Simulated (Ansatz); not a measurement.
# HgTe: energy along a strain

HgTe, F-43m, a = 6.447 Å (as given, not relaxed at this level: 4.1 GPa). Ansatz: PBE, PAW, 420 eV, Γ-centred 14×14×14 mesh on 2 atoms, Gaussian smearing 0.15 eV; no spin polarisation. Cell vectors (Å): 0.000 3.224 3.224; 3.224 0.000 3.224; 3.224 3.224 0.000. The cell is strained by x per cent times the pattern (0 0 0 0 0 1) in the order xx yy zz yz xz xy (engineering shears), with fractional coordinates held. y is the free energy over the start, V0 = 33.495 Å³/atom. Symmetry makes y even in x.

```tsv
x (%)	y (meV/atom)
-2.00	?
-1.00	0.48
0.00	0.00
0.25	0.03
0.50	0.12
0.75	0.27
1.25	0.75
1.50	1.08
1.75	1.47
```

Fit y = c2 x² + c4 x⁴ to the other rows, get the stiffness along the pattern, and predict the missing energy.

Least squares on the rows shown. y = 0.4800 x² + 0 x⁴. The clamped-ion stiffness p·C·p = 2 × 4.800 eV × 160.2 / 33.495 Å³ = 46 GPa, which is C66 in these axes (C44 of the cubic crystal) (second derivative at the start, which stands under stress). At x = -2.00 the fit asked for gives 1.92 meV/atom. The run gave 1.92 meV/atom, the same to the digits shown.

Spin–orbit coupling is left out, which can shift energies with elements as heavy as these.